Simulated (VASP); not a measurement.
# TiN (Fm-3m) in VASP: settings compared, part 2 of 2

VASP 6.6.1.

**3. Band structure, PBE**

This run uses another cell than the first one, of 9.59 Å³/atom, 1.053 times its volume.

The input, INCAR:

```
SYSTEM = TiN
ALGO = Normal
EDIFF = 1E-6
ENCUT = 520
GGA = PE
ICORELEVEL = 1
ISIF = 2
ISMEAR = 1
LASPH = .True.
LCHARG = .False.
LMAXMIX = 4
LREAL = .False.
LWAVE = .False.
NBANDS = 16
NELM = 80
PREC = Accurate
SIGMA = 0.1
```

The input, KPOINTS:

```
k-points
0
Gamma
  16 16 16
  0 0 0
```

The input, POSCAR:

```
TiN                                     
1.0
    0.0000000000      2.1242992028      2.1242992028
    2.1242992028      0.0000000000      2.1242992028
    2.1242992028      2.1242992028      0.0000000000
  Ti              N             
     1     1
Direct
     0.0000000000000000    0.0000000000000000    0.0000000000000000
     0.5000000000000000    0.5000000000000000    0.5000000000000000
```

The input, KPOINTS_OPT:

```
explicit points
109
Reciprocal
 0.0000000000  0.0000000000  0.0000000000 1
 0.0555555556  0.0000000000  0.0555555556 1
 0.1111111111  0.0000000000  0.1111111111 1
 0.1666666667  0.0000000000  0.1666666667 1
 0.2222222222  0.0000000000  0.2222222222 1
 0.2777777778  0.0000000000  0.2777777778 1
 0.3333333333  0.0000000000  0.3333333333 1
 0.3888888889  0.0000000000  0.3888888889 1
 0.4444444444  0.0000000000  0.4444444444 1
 0.5000000000  0.0000000000  0.5000000000 1
 0.5000000000  0.0000000000  0.5000000000 1
 0.5000000000  0.0277777778  0.5277777778 1
 0.5000000000  0.0555555556  0.5555555556 1
 0.5000000000  0.0833333333  0.5833333333 1
 0.5000000000  0.1111111111  0.6111111111 1
 0.5000000000  0.1388888889  0.6388888889 1
 0.5000000000  0.1666666667  0.6666666667 1
 0.5000000000  0.1944444444  0.6944444444 1
 0.5000000000  0.2222222222  0.7222222222 1
 0.5000000000  0.2500000000  0.7500000000 1
 0.5000000000  0.2500000000  0.7500000000 1
 0.4861111111  0.2638888889  0.7500000000 1
 0.4722222222  0.2777777778  0.7500000000 1
 0.4583333333  0.2916666667  0.7500000000 1
 0.4444444444  0.3055555556  0.7500000000 1
 0.4305555556  0.3194444444  0.7500000000 1
 0.4166666667  0.3333333333  0.7500000000 1
 0.4027777778  0.3472222222  0.7500000000 1
 0.3888888889  0.3611111111  0.7500000000 1
 0.3750000000  0.3750000000  0.7500000000 1
 0.3750000000  0.3750000000  0.7500000000 1
 0.3333333333  0.3333333333  0.6666666667 1
 0.2916666667  0.2916666667  0.5833333333 1
 0.2500000000  0.2500000000  0.5000000000 1
 0.2083333333  0.2083333333  0.4166666667 1
 0.1666666667  0.1666666667  0.3333333333 1
 0.1250000000  0.1250000000  0.2500000000 1
 0.0833333333  0.0833333333  0.1666666667 1
 0.0416666667  0.0416666667  0.0833333333 1
 0.0000000000  0.0000000000  0.0000000000 1
 0.0000000000  0.0000000000  0.0000000000 1
 0.0555555556  0.0555555556  0.0555555556 1
 0.1111111111  0.1111111111  0.1111111111 1
 0.1666666667  0.1666666667  0.1666666667 1
 0.2222222222  0.2222222222  0.2222222222 1
 0.2777777778  0.2777777778  0.2777777778 1
 0.3333333333  0.3333333333  0.3333333333 1
 0.3888888889  0.3888888889  0.3888888889 1
 0.4444444444  0.4444444444  0.4444444444 1
 0.5000000000  0.5000000000  0.5000000000 1
 0.5000000000  0.5000000000  0.5000000000 1
 0.5138888889  0.4722222222  0.5138888889 1
 0.5277777778  0.4444444444  0.5277777778 1
 0.5416666667  0.4166666667  0.5416666667 1
 0.5555555556  0.3888888889  0.5555555556 1
 0.5694444444  0.3611111111  0.5694444444 1
 0.5833333333  0.3333333333  0.5833333333 1
 0.5972222222  0.3055555556  0.5972222222 1
 0.6111111111  0.2777777778  0.6111111111 1
 0.6250000000  0.2500000000  0.6250000000 1
 0.6250000000  0.2500000000  0.6250000000 1
 0.6111111111  0.2500000000  0.6388888889 1
 0.5972222222  0.2500000000  0.6527777778 1
 0.5833333333  0.2500000000  0.6666666667 1
 0.5694444444  0.2500000000  0.6805555556 1
 0.5555555556  0.2500000000  0.6944444444 1
 0.5416666667  0.2500000000  0.7083333333 1
 0.5277777778  0.2500000000  0.7222222222 1
 0.5138888889  0.2500000000  0.7361111111 1
 0.5000000000  0.2500000000  0.7500000000 1
 0.5000000000  0.2500000000  0.7500000000 1
 0.5000000000  0.2777777778  0.7222222222 1
 0.5000000000  0.3055555556  0.6944444444 1
 0.5000000000  0.3333333333  0.6666666667 1
 0.5000000000  0.3611111111  0.6388888889 1
 0.5000000000  0.3888888889  0.6111111111 1
 0.5000000000  0.4166666667  0.5833333333 1
 0.5000000000  0.4444444444  0.5555555556 1
 0.5000000000  0.4722222222  0.5277777778 1
 0.5000000000  0.5000000000  0.5000000000 1
 0.5000000000  0.5000000000  0.5000000000 1
 0.4861111111  0.4861111111  0.5277777778 1
 0.4722222222  0.4722222222  0.5555555556 1
 0.4583333333  0.4583333333  0.5833333333 1
 0.4444444444  0.4444444444  0.6111111111 1
 0.4305555556  0.4305555556  0.6388888889 1
 0.4166666667  0.4166666667  0.6666666667 1
 0.4027777778  0.4027777778  0.6944444444 1
 0.3888888889  0.3888888889  0.7222222222 1
 0.3750000000  0.3750000000  0.7500000000 1
 0.6250000000  0.2500000000  0.6250000000 1
 0.6111111111  0.2222222222  0.6111111111 1
 0.5972222222  0.1944444444  0.5972222222 1
 0.5833333333  0.1666666667  0.5833333333 1
 0.5694444444  0.1388888889  0.5694444444 1
 0.5555555556  0.1111111111  0.5555555556 1
 0.5416666667  0.0833333333  0.5416666667 1
 0.5277777778  0.0555555556  0.5277777778 1
 0.5138888889  0.0277777778  0.5138888889 1
 0.5000000000  0.0000000000  0.5000000000 1
 0.0000000000  0.0000000000  0.0000000000 1
 0.3750000000  0.3750000000  0.7500000000 1
 0.5000000000  0.5000000000  0.5000000000 1
 0.6250000000  0.2500000000  0.6250000000 1
 0.5000000000  0.2500000000  0.7500000000 1
 0.5000000000  0.0000000000  0.5000000000 1
 0.4000000000  0.0000000000  0.4000000000 1
 0.4250000000  0.0000000000  0.4250000000 1
 0.4500000000  0.0000000000  0.4500000000 1
```

Potentials or basis: VASP PAW PBE potentials, release 64 (Ti_sv, N).

Command:

```bash
$ cat potpaw_PBE.64/Ti_sv/POTCAR potpaw_PBE.64/N/POTCAR > POTCAR
$ mpirun -np 1 vasp_std > vasp.out
```

Wall time 33 s (1 thread of Intel Xeon Platinum 8488C (Sapphire Rapids), shared host); peak memory 0.19 GiB.

The run converged. Its results:

```
Free energy             : -19.6366 eV
Pressure                : 0.2 GPa
Band gap along the path : none (metal or under the smearing width)
```

Levels at the corners of the path, in eV from the Fermi level:
| point | band 5 | band 6 | band 7 | band 8 | band 9 | band 10 | band 11 | band 12 | band 13 | band 14 |
| --- | --- | --- | --- | --- | --- | --- | --- | --- | --- | --- |
| Γ | -17.08 | -2.05 | -2.05 | -2.05 | -0.62 | -0.62 | -0.62 | 0.56 | 0.56 | 5.34 |
| X | -15.67 | -5.83 | -3.24 | -3.24 | -3.05 | 1.61 | 2.35 | 2.35 | 3.55 | 10.54 |
| X | -15.67 | -5.83 | -3.24 | -3.24 | -3.05 | 1.61 | 2.35 | 2.35 | 3.55 | 10.54 |
| W | -15.22 | -5.47 | -5.47 | -5.35 | 0.90 | 0.90 | 2.35 | 3.07 | 3.83 | 11.99 |
| W | -15.22 | -5.47 | -5.47 | -5.35 | 0.90 | 0.90 | 2.35 | 3.07 | 3.83 | 11.99 |
| K | -15.26 | -5.81 | -5.72 | -4.46 | -0.48 | 1.95 | 2.28 | 3.54 | 3.71 | 11.49 |
| K | -15.26 | -5.81 | -5.72 | -4.46 | -0.48 | 1.95 | 2.28 | 3.54 | 3.71 | 11.49 |
| Γ | -17.08 | -2.05 | -2.05 | -2.05 | -0.62 | -0.62 | -0.62 | 0.56 | 0.56 | 5.34 |
| Γ | -17.08 | -2.05 | -2.05 | -2.05 | -0.62 | -0.62 | -0.62 | 0.56 | 0.56 | 5.34 |
| L | -14.65 | -8.06 | -5.46 | -5.46 | 1.66 | 1.66 | 2.32 | 5.68 | 5.68 | 6.04 |
| L | -14.65 | -8.06 | -5.46 | -5.46 | 1.66 | 1.66 | 2.32 | 5.68 | 5.68 | 6.04 |
| U | -15.26 | -5.81 | -5.72 | -4.46 | -0.48 | 1.95 | 2.28 | 3.54 | 3.71 | 11.49 |
| U | -15.26 | -5.81 | -5.72 | -4.46 | -0.48 | 1.95 | 2.28 | 3.54 | 3.71 | 11.49 |
| W | -15.22 | -5.47 | -5.47 | -5.35 | 0.90 | 0.90 | 2.35 | 3.07 | 3.83 | 11.99 |
| W | -15.22 | -5.47 | -5.47 | -5.35 | 0.90 | 0.90 | 2.35 | 3.07 | 3.83 | 11.99 |
| L | -14.65 | -8.06 | -5.46 | -5.46 | 1.66 | 1.66 | 2.32 | 5.68 | 5.68 | 6.04 |
| L | -14.65 | -8.06 | -5.46 | -5.46 | 1.66 | 1.66 | 2.32 | 5.68 | 5.68 | 6.04 |
| K | -15.26 | -5.81 | -5.72 | -4.46 | -0.48 | 1.95 | 2.28 | 3.54 | 3.71 | 11.49 |
| U | -15.26 | -5.81 | -5.72 | -4.46 | -0.48 | 1.95 | 2.28 | 3.54 | 3.71 | 11.49 |
| X | -15.67 | -5.83 | -3.24 | -3.24 | -3.05 | 1.61 | 2.35 | 2.35 | 3.55 | 10.54 |

Core levels (eV, on the scale of the bands):
```tsv
atom	levels
1 Ti	1s -4852.2, 2s -521.0, 2p -428.3
2 N	1s -366.1
```

**4. Band structure, PBEsol**

This run uses another cell than the first one, of 9.30 Å³/atom, 1.022 times its volume.

The input, INCAR:

```
SYSTEM = TiN
  PREC = Accurate
  ENCUT = 520
  EDIFF = 1E-7
  ISMEAR = 1
  SIGMA = 0.1
  LREAL = .False.
  LASPH = .True.
  NELM = 80
  ALGO = Normal
  ISIF = 2
  LWAVE = .False.
  LCHARG = .False.
  LMAXMIX = 4
  GGA = PS
  NBANDS = 16
  ICORELEVEL = 1
```

The input, KPOINTS:

```
Automatic mesh
0
Gamma
  16 16 16
  0 0 0
```

The input, POSCAR:

```
TiN                                     
1.0
    0.0000000000      2.1029354751      2.1029354751
    2.1029354751      0.0000000000      2.1029354751
    2.1029354751      2.1029354751      0.0000000000
  Ti              N             
     1     1
Direct
     0.0000000000000000    0.0000000000000000    0.0000000000000000
     0.5000000000000000    0.5000000000000000    0.5000000000000000
```

The input, KPOINTS_OPT:

```
explicit points
209
Reciprocal
 0.0000000000  0.0000000000  0.0000000000 1
 0.0263157895  0.0000000000  0.0263157895 1
 0.0526315789  0.0000000000  0.0526315789 1
 0.0789473684  0.0000000000  0.0789473684 1
 0.1052631579  0.0000000000  0.1052631579 1
 0.1315789474  0.0000000000  0.1315789474 1
[... 201 lines left out ...]
 0.4250000000  0.0000000000  0.4250000000 1
 0.4500000000  0.0000000000  0.4500000000 1
```

Potentials or basis: VASP PAW PBE potentials, release 64 (Ti_sv, N).

Command:

```bash
$ cat potpaw_PBE.64/Ti_sv/POTCAR potpaw_PBE.64/N/POTCAR > POTCAR
$ mpirun -np 1 vasp_std > vasp.out
```

OUTCAR:

```text
SYSTEM = TiN
   PREC = Accurate
   ENCUT = 520
   EDIFF = 1E-7
   ISMEAR = 1
   LREAL = .False.
   LASPH = .True.
   NELM = 80
   ISIF = 2
   GGA = PS

 ion  position               nearest neighbor table
   1  0.000  0.000  0.000-   2 2.10   2 2.10   2 2.10   2 2.10   2 2.10   2 2.10
   2  0.500  0.500  0.500-   1 2.10   1 2.10   1 2.10   1 2.10   1 2.10   1 2.10

  LATTYP: Found a face centered cubic cell.
 ALAT       =     4.2058709502

  Lattice vectors:

 A1 = (   0.0000000000,   2.1029354751,   2.1029354751)
 A2 = (   2.1029354751,   0.0000000000,   2.1029354751)
 A3 = (   2.1029354751,   2.1029354751,   0.0000000000)

Analysis of symmetry for initial positions (statically):
=====================================================================
 Subroutine PRICEL returns:
 Original cell was already a primitive cell.

 Routine SETGRP: Setting up the symmetry group for a
 face centered cubic supercell.

 Subroutine GETGRP returns: Found 48 space group operations
 (whereof 48 operations were pure point group operations)
 out of a pool of 48 trial point group operations.

The static configuration has the point symmetry O_h .

Analysis of symmetry for dynamics (positions and initial velocities):
=====================================================================
 Subroutine PRICEL returns:
 Original cell was already a primitive cell.

 Routine SETGRP: Setting up the symmetry group for a
 face centered cubic supercell.

 Subroutine GETGRP returns: Found 48 space group operations
 (whereof 48 operations were pure point group operations)
 out of a pool of 48 trial point group operations.

The dynamic configuration has the point symmetry O_h .

 Subroutine INISYM returns: Found 48 space group operations
 (whereof 48 operations are pure point group operations),
 and found     1 'primitive' translations

----------------------------------------------------------------------------------------

                                     Primitive cell

[... 112 lines left out ...]
  Fermi-wavevector in a.u.,A,eV,Ry     =   1.588749  3.002300 34.342768  2.524122
  Thomas-Fermi vector in A             =   2.687704
   LORBIT       =      0    0 simple, 1 ext, 2 COOP (PROOUT), +10 PAW based schemes
   GGA     = PS    functional components
   LHFCALC =     F    Hartree Fock is set to
   AEXX    =    0.0000 exact exchange contribution
   IVDW    =     0    specifies the selected vdW correction
   LEPSILON=     F    determine dielectric tensor
   LRPA    =     F    only Hartree local field effects (RPA)
 non-spin polarized calculation
 Methfessel and Paxton  Order N= 1 SIGMA  =   0.10
  energy-cutoff  :      520.00
  volume of cell :       18.60
 maximum number of plane-waves:       531
 NGX is ok and might be reduce to    24
   NGX = 11   NGY = 11   NGZ = 11

 number of electron      16.9999998 magnetization

 Free energy of the ion-electron system (eV)
  ---------------------------------------------------
  ext. energy  EPLUGINS =         0.00000000
  ---------------------------------------------------
  free energy    TOTEN  =       -20.78026692 eV

  energy without entropy =      -20.77887047  energy(sigma->0) =      -20.77980144

 the core state eigenenergies are
   1-  1s  -4851.9982  2s   -520.7075  2p   -427.9885
   2-  1s   -366.0646

 E-fermi :  11.6676     XC(G=0): -13.3641

 val. band max:       11.6640702901   @ k =   0.3750   0.1250   0.0000
 cond. band min:      11.6687234091   @ k =  -0.1875   0.0625   0.0000
 fundamental gap:      0.0046531190
 Fermi energy:        11.6676223606

 k-point     1 :       0.0000    0.0000    0.0000
  band No.  band energies     occupation
      1     -45.9147      2.00000
      2     -21.9747      2.00000
      3     -21.9747      2.00000
      4     -21.9747      2.00000
      5      -5.5392      2.00000
      6       9.6066      2.00000
[... 277 lines left out ...]
 k-point    16 :       0.4375    0.0625    0.0000
  band No.  band energies     occupation
      1     -45.8086      2.00000
      2     -22.6425      2.00000

------------------------ aborting loop because EDIFF is reached ----------------------------------------

  FORCE on cell =-STRESS in cart. coord.  units (eV):
  Direction    XX          YY          ZZ          XY          YZ          ZX
  --------------------------------------------------------------------------------------
  -------------------------------------------------------------------------------------
  Total        0.0066215      0.0066215      0.0066215     -0.0000000      0.0000000      0.0000000
  in kB        0.5703692      0.5703692      0.5703692     -0.0000000      0.0000000      0.0000000
  external PRESSURE =       0.5703692 kB  Pullay stress =       0.0000000 kB

 VOLUME and BASIS-vectors are now :
 -----------------------------------------------------------------------------
  energy-cutoff  :      520.00
  volume of cell :       18.60
      direct lattice vectors                 reciprocal lattice vectors
     0.000000000  2.102935475  2.102935475    -0.237762882  0.237762882  0.237762882
     2.102935475  0.000000000  2.102935475     0.237762882 -0.237762882  0.237762882
     2.102935475  2.102935475  0.000000000     0.237762882  0.237762882 -0.237762882

 POSITION                                       TOTAL-FORCE (eV/Angst)
 -----------------------------------------------------------------------------------
      0.00000      0.00000      0.00000         0.000000      0.000000      0.000000
      2.10294      2.10294      2.10294        -0.000000      0.000000      0.000000
 -----------------------------------------------------------------------------------
    total drift:                                0.000000     -0.000000     -0.000000

  FREE ENERGIE OF THE ION-ELECTRON SYSTEM (eV)
  ---------------------------------------------------
  free  energy   TOTEN  =       -20.7802669217 eV

  energy  without entropy=      -20.7788704722  energy(sigma->0) =      -20.77980144
```

OSZICAR:

```text
N       E                     dE             d eps       ncg     rms          rms(c)
DAV:   1     0.130935740798E+03    0.13094E+03   -0.81945E+03  4672   0.127E+03
DAV:   2    -0.179361719254E+02   -0.14887E+03   -0.13953E+03  5128   0.347E+02
DAV:   3    -0.255495133298E+02   -0.76133E+01   -0.75434E+01  6032   0.806E+01
[... 25 lines left out ...]
       N       E                     dE             ncg
DAV:   1     0.439203419075E+05   -0.51999E+05     2048
DAV:   2     0.352854279604E+05   -0.86349E+04     2336
DAV:   3     0.348643492099E+05   -0.42108E+03     2696
DAV:   4     0.348572094100E+05   -0.71398E+01     2456
DAV:   5     0.348570933902E+05   -0.11602E+00     2360
DAV:   6     0.348570908439E+05   -0.25464E-02     2440
DAV:   7     0.348570907754E+05   -0.68493E-04     2544
DAV:   8     0.348570907734E+05   -0.19719E-05     2512
DAV:   9     0.348570907733E+05   -0.55341E-07     1848
```

Run time: 68 s. Hardware: 1 thread of AMD EPYC 7R13 (Zen 3), shared host; peak memory 0.16 GiB.

Results:

| Item | Value |
| --- | --- |
| Free energy | -20.7803 eV |
| Pressure | 0.1 GPa |
| Band gap along the path | none (metal or under the smearing width) |

Levels at the corners of the path, in eV from the Fermi level:
```csv
point,band 7,band 8,band 9,band 10,band 11,band 12
Γ,-2.06,-2.06,-0.66,-0.66,-0.66,0.58
X,-3.26,-3.26,-3.24,1.70,2.50,2.50
X,-3.26,-3.26,-3.24,1.70,2.50,2.50
W,-5.58,-5.49,0.95,0.95,2.51,3.31
W,-5.58,-5.49,0.95,0.95,2.51,3.31
K,-5.82,-4.56,-0.50,2.07,2.42,3.79
K,-5.82,-4.56,-0.50,2.07,2.42,3.79
Γ,-2.06,-2.06,-0.66,-0.66,-0.66,0.58
Γ,-2.06,-2.06,-0.66,-0.66,-0.66,0.58
L,-5.63,-5.63,1.76,1.76,2.47,5.97
L,-5.63,-5.63,1.76,1.76,2.47,5.97
U,-5.82,-4.56,-0.50,2.07,2.42,3.79
U,-5.82,-4.56,-0.50,2.07,2.42,3.79
W,-5.58,-5.49,0.95,0.95,2.51,3.31
W,-5.58,-5.49,0.95,0.95,2.51,3.31
L,-5.63,-5.63,1.76,1.76,2.47,5.97
L,-5.63,-5.63,1.76,1.76,2.47,5.97
K,-5.82,-4.56,-0.50,2.07,2.42,3.79
U,-5.82,-4.56,-0.50,2.07,2.42,3.79
X,-3.26,-3.26,-3.24,1.70,2.50,2.50
```

Core levels (eV, on the scale of the bands):
| atom | levels |
| --- | --- |
| 1 Ti | 1s -4852.0, 2s -520.7, 2p -428.0 |
| 2 N | 1s -366.1 |

Caveat: the PAW data sets were made with another functional, which shifts forces and pressure a little.

**5. The runs side by side**

| level | potentials or basis | cell | pressure (GPa) |
| --- | --- | --- | --- |
| LDA | VASP PAW LDA potentials, release 64 (Ti_sv, N) | Fm-3m, 9.1 Å³/atom | 0.1 |
| PBE | VASP PAW PBE potentials, release 64 (Ti_sv, N) | Fm-3m, 9.59 Å³/atom | 0.2 |
| PBEsol | VASP PAW PBE potentials, release 64 (Ti_sv, N) | Fm-3m, 9.3 Å³/atom | 0.1 |

Alike in all rows: task band structure; no spin polarisation; k mesh 16 × 16 × 16; cutoff (eV) 520; smearing methfessel-paxton 0.1 eV.

Caveats: the PAW data sets were made with another functional, which shifts forces and pressure a little (some runs).

Total energies depend on the potentials used, so only differences within one code and one set of settings carry meaning.
